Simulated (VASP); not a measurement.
# Rh (Im-3m) in VASP: notebook, part 2 of 2

VASP 6.6.1. The steps go on from the part before.

## Step 4: Single point, PBE

This run uses another cell than the first one, of 15.01 Å³/atom, 1.037 times its volume.

Contents of INCAR:

```
SYSTEM = Rh
PREC = Accurate
ENCUT = 520
EDIFF = 1E-6
ISMEAR = 0
SIGMA = 0.05
LREAL = .False.
LASPH = .True.
NELM = 100
ALGO = Normal
ISIF = 2
LWAVE = .False.
LCHARG = .False.
GGA = PE
NBANDS = 14
```

Contents of KPOINTS:

```
Automatic mesh
0
Gamma
  10 10 10
  0 0 0
```

Contents of POSCAR:

```
Rh
1.0
   -1.5541228911      1.5541228911      1.5541228911
    1.5541228911     -1.5541228911      1.5541228911
    1.5541228911      1.5541228911     -1.5541228911
Rh
1
Direct
    0.0000000000      0.0000000000      0.0000000000
```

Potentials or basis: VASP PAW PBE potentials, release 64 (Rh_pv).

On the command line:

```console
> cat potpaw_PBE.64/Rh_pv/POTCAR > POTCAR
> mpirun -np 1 vasp_std > vasp.out
```

OUTCAR:

```text
SYSTEM = Rh
   PREC = Accurate
   ENCUT = 520
   EDIFF = 1E-6
   ISMEAR = 0
   LREAL = .False.
   LASPH = .True.
   NELM = 100
   ISIF = 2
   GGA = PE

 ion  position               nearest neighbor table
   1  0.000  0.000  0.000-

  LATTYP: Found a body centered cubic cell.
 ALAT       =     3.1082457822

  Lattice vectors:

 A1 = (  -1.5541228911,   1.5541228911,   1.5541228911)
 A2 = (   1.5541228911,  -1.5541228911,   1.5541228911)
 A3 = (   1.5541228911,   1.5541228911,  -1.5541228911)

Analysis of symmetry for initial positions (statically):
=====================================================================
 Subroutine PRICEL returns:
 Original cell was already a primitive cell.

 Routine SETGRP: Setting up the symmetry group for a
 body centered cubic supercell.

 Subroutine GETGRP returns: Found 48 space group operations
 (whereof 48 operations were pure point group operations)
 out of a pool of 48 trial point group operations.

The static configuration has the point symmetry O_h .

Analysis of symmetry for dynamics (positions and initial velocities):
=====================================================================
 Subroutine PRICEL returns:
 Original cell was already a primitive cell.

 Routine SETGRP: Setting up the symmetry group for a
 body centered cubic supercell.

 Subroutine GETGRP returns: Found 48 space group operations
 (whereof 48 operations were pure point group operations)
 out of a pool of 48 trial point group operations.

The dynamic configuration has the point symmetry O_h .

 Subroutine INISYM returns: Found 48 space group operations
 (whereof 48 operations are pure point group operations),
 and found     1 'primitive' translations

----------------------------------------------------------------------------------------

                                     Primitive cell

  volume of cell :      15.0147

  direct lattice vectors                    reciprocal lattice vectors
    -1.554122891  1.554122891  1.554122891     0.000000000  0.321724880  0.321724880
     1.554122891 -1.554122891  1.554122891     0.321724880  0.000000000  0.321724880
     1.554122891  1.554122891 -1.554122891     0.321724880  0.321724880  0.000000000

  length of vectors
     2.691819809  2.691819809  2.691819809     0.454987688  0.454987688  0.454987688

  position of ions in fractional coordinates (direct lattice)
     0.000000000  0.000000000  0.000000000

  ion indices of the primitive-cell ions
   primitive index   ion index
                 1           1

----------------------------------------------------------------------------------------

 KPOINTS: Automatic mesh

Automatic generation of k-mesh.
 Grid dimensions read from file:
 generate k-points for:   10   10   10

 Generating k-lattice:

  Cartesian coordinates                     Fractional coordinates (reciprocal lattice)
     0.000000000  0.032172488  0.032172488     0.100000000  0.000000000  0.000000000
     0.032172488  0.000000000  0.032172488     0.000000000  0.100000000  0.000000000
     0.032172488  0.032172488  0.000000000     0.000000000  0.000000000  0.100000000

  Length of vectors
     0.045498769  0.045498769  0.045498769

  Shift w.r.t. Gamma in fractional coordinates (k-lattice)
     0.000000000  0.000000000  0.000000000

 Subroutine IBZKPT returns following result:
 ===========================================

 Found     47 irreducible k-points:

 Following reciprocal coordinates:
            Coordinates               Weight
  0.000000  0.000000  0.000000      1.000000
  0.100000  0.000000  0.000000     12.000000
  0.200000  0.000000  0.000000     12.000000
  0.300000  0.000000  0.000000     12.000000
  0.400000  0.000000  0.000000     12.000000
  0.500000  0.000000  0.000000      6.000000
[... 16 lines left out ...]
  0.300000  0.300000  0.100000      8.000000
 -0.300000  0.300000  0.100000     24.000000
 [... further k-points ...]
   k-points           NKPTS =     47   k-points in BZ     NKDIM =     47   number of bands    NBANDS=     14
   number of dos      NEDOS =    301   number of ions     NIONS =      1
   total plane-waves  NPLWV =   8000
   dimension x,y,z NGX =    20 NGY =   20 NGZ =   20
   dimension x,y,z NGXF=    40 NGYF=   40 NGZF=   40
   ions per type =               1
   NGX,Y,Z   is equivalent  to a cutoff of  12.35, 12.35, 12.35 a.u.
   NGXF,Y,Z  is equivalent  to a cutoff of  24.70, 24.70, 24.70 a.u.
 SYSTEM =  Rh
   PREC   = accura    normal or accurate (medium, high low for compatibility)
   ISTART =      0    job   : 0-new  1-cont  2-samecut
   ICHARG =      2    charge: 1-file 2-atom 10-const
   ISPIN  =      1    spin polarized calculation?
   LNONCOLLINEAR =      F non collinear calculations
   LSORBIT =      F    spin-orbit coupling
   LASPH  =      T    aspherical Exc in radial PAW
   ENCUT  =  520.0 eV  38.22 Ry    6.18 a.u.   5.01  5.01  5.01*2*pi/ulx,y,z
   NELM   =    100;   NELMIN=  2; NELMDL= -5     # of ELM steps
   EDIFF  = 0.1E-05   stopping-criterion for ELM
   LREAL  =      F    real-space projection
   EDIFFG = 0.1E-04   stopping-criterion for IOM
   NSW    =      0    number of steps for IOM
   IBRION =     -1    ionic relax: 0-MD 1-quasi-New 2-CG
   NFREE  =      0    steps in history (QN), initial steepest desc. (CG)
   ISIF   =      2    stress and relaxation
   ISYM   =      2    0-nonsym 1-usesym 2-fastsym
   POTIM  = 0.5000    time-step for ionic-motion
   TEBEG  =    0.0;   TEEND  =   0.0 temperature during run
   PSTRESS=    0.0 pullay stress
   NELECT =      15.0000    total number of electrons
   NUPDOWN=      -1.0000    fix difference up-down
   EMIN   =  10.00;   EMAX   =-10.00  energy-range for DOS
   EFERMI =   0.00;   METHOD = LEGACY
   ISMEAR =     0;   SIGMA  =   0.05  broadening in eV -4-tet -1-fermi 0-gaus
   EFERMI_NEDOS =   21; number of points for ismear=-14 and -15
   IALGO  =     38    algorithm
   IMIX   =      4    mixing-type and parameters
     AMIX     =   0.40;   BMIX     =  1.00
     AMIX_MAG =   1.60;   BMIX_MAG =  1.00
  volume/ion in A,a.u.               =      15.01       101.32
  Fermi-wavevector in a.u.,A,eV,Ry     =   1.636565  3.092659 36.441091  2.678345
  Thomas-Fermi vector in A             =   2.727850
   LORBIT       =      0    0 simple, 1 ext, 2 COOP (PROOUT), +10 PAW based schemes
   GGA     = PE    functional components
   LHFCALC =     F    Hartree Fock is set to
   AEXX    =    0.0000 exact exchange contribution
   IVDW    =     0    specifies the selected vdW correction
   LEPSILON=     F    determine dielectric tensor
   LRPA    =     F    only Hartree local field effects (RPA)
 non-spin polarized calculation
 Gauss-broadening in eV      SIGMA  =   0.05
  energy-cutoff  :      520.00
  volume of cell :       15.01
 maximum number of plane-waves:       418
   NGX =  9   NGY =  9   NGZ =  9

 number of electron      15.0000007 magnetization

 Free energy of the ion-electron system (eV)
  ---------------------------------------------------
  ext. energy  EPLUGINS =         0.00000000
  ---------------------------------------------------
  free energy    TOTEN  =        -6.89912607 eV

  energy without entropy =       -6.89541332  energy(sigma->0) =       -6.89726969

 E-fermi :  10.2140     XC(G=0): -13.4494

 val. band max:       10.1859035476   @ k =   0.3000   0.2000   0.2000
 cond. band min:      10.2476824242   @ k =  -0.2000   0.2000   0.1000
 fundamental gap:      0.0617788765
 Fermi energy:        10.2140233575

 k-point     1 :       0.0000    0.0000    0.0000
  band No.  band energies     occupation
      1     -35.7012      2.00000
      2     -35.7012      2.00000
      3     -35.7012      2.00000
      4       3.0485      2.00000
      5       7.6195      2.00000
      6       7.6195      2.00000
      7       7.6195      2.00000
      8       9.8337      2.00000
      9       9.8337      2.00000
     10      28.5768      0.00000
     11      28.5768      0.00000
     12      28.5768      0.00000
     13      31.4632      0.00000
     14      37.7555      0.00000
[... 375 lines left out ...]
 k-point    24 :      -0.3000    0.3000    0.1000
  band No.  band energies     occupation
      1     -36.0584      2.00000
      2     -35.8448      2.00000
      3     -35.7429      2.00000
      4       5.4474      2.00000
      5       6.9983      2.00000
      6       7.8735      2.00000
      7       9.1326      2.00000
      8       9.8899      2.00000
      9      10.5838      0.00000
     10      24.3072      0.00000
     11      26.8082      0.00000
     12      29.7536      0.00000
     13      31.4621      0.00000
     14      33.2984      0.00000

 [... further k-points ...]
[... 5 lines left out ...]
  --------------------------------------------------------------------------------------
  -------------------------------------------------------------------------------------
  Total       -0.7312789     -0.7312789     -0.7312789     -0.0000000     -0.0000000      0.0000000
  in kB      -78.0328662    -78.0328662    -78.0328662     -0.0000000     -0.0000000      0.0000000
  external PRESSURE =     -78.0328662 kB  Pullay stress =       0.0000000 kB

 VOLUME and BASIS-vectors are now :
 -----------------------------------------------------------------------------
  energy-cutoff  :      520.00
  volume of cell :       15.01
      direct lattice vectors                 reciprocal lattice vectors
    -1.554122891  1.554122891  1.554122891     0.000000000  0.321724880  0.321724880
     1.554122891 -1.554122891  1.554122891     0.321724880  0.000000000  0.321724880
     1.554122891  1.554122891 -1.554122891     0.321724880  0.321724880  0.000000000

 POSITION                                       TOTAL-FORCE (eV/Angst)
 -----------------------------------------------------------------------------------
      0.00000      0.00000      0.00000         0.000000     -0.000000      0.000000
 -----------------------------------------------------------------------------------
    total drift:                                0.000000     -0.000000      0.000000

  FREE ENERGIE OF THE ION-ELECTRON SYSTEM (eV)
  ---------------------------------------------------
  free  energy   TOTEN  =        -6.8991260691 eV

  energy  without entropy=       -6.8954133193  energy(sigma->0) =       -6.89726969
```

OSZICAR:

```text
N       E                     dE             d eps       ncg     rms          rms(c)
DAV:   1     0.118845823245E+03    0.11885E+03   -0.87956E+03  1316   0.113E+03
DAV:   2    -0.574201906008E+01   -0.12459E+03   -0.11930E+03  1436   0.331E+02
DAV:   3    -0.730957388436E+01   -0.15676E+01   -0.15647E+01  1616   0.413E+01
DAV:   4    -0.731601978207E+01   -0.64459E-02   -0.64456E-02  1550   0.273E+00
DAV:   5    -0.731608450966E+01   -0.64728E-04   -0.64716E-04  1604   0.240E-01    0.836E+00
DAV:   6    -0.691050312804E+01    0.40558E+00   -0.74921E-01  1436   0.114E+01    0.309E+00
DAV:   7    -0.690155561849E+01    0.89475E-02   -0.11705E-02  1568   0.108E+00    0.161E+00
DAV:   8    -0.689917088685E+01    0.23847E-02   -0.25557E-03  1412   0.653E-01    0.941E-02
DAV:   9    -0.689912672695E+01    0.44160E-04   -0.57170E-05  1646   0.102E-01    0.981E-03
DAV:  10    -0.689912606911E+01    0.65784E-06   -0.31110E-06  1484   0.213E-02
   1 F= -.68991261E+01 E0= -.68972697E+01  d E =-.371275E-02
```

stdout:

```text
POSCAR found type information on POSCAR Rh
 POSCAR found :  1 types and       1 ions
 scaLAPACK will be used
 LDA part: xc-table for (Slater+PW92), standard interpolation
 POSCAR, INCAR and KPOINTS ok, starting setup
 FFT: planning ... GRIDC
 FFT: planning ... GRID_SOFT
 FFT: planning ... GRID
 WAVECAR not read
 entering main loop
```

Wall time 7.8 s (1 thread of AMD EPYC 7R13 (Zen 3), shared host); peak memory 0.1 GiB.

Results:

| Item | Value |
| --- | --- |
| Free energy | -6.8991 eV |
| Pressure | -7.8 GPa |
| Band gap on the k mesh | none (metal or under the smearing width) |

## Step 5: Overview

```csv
spin,cell,k mesh,gap on the mesh (eV),pressure (GPa)
"non-collinear, zero start, SOC","Im-3m, 14.47 Å³/atom",20 × 20 × 20,-,0.3
off,"Im-3m, 13.72 Å³/atom",10 × 10 × 10,none,14.2
off,"Im-3m, 15.01 Å³/atom",10 × 10 × 10,none,-7.8
```

Alike in all rows: task single point; level PBE; potentials or basis VASP PAW PBE potentials, release 64 (Rh_pv); cutoff (eV) 520; smearing gaussian 0.05 eV.

Total energies depend on the potentials used, so only differences within one code and one set of settings carry meaning.
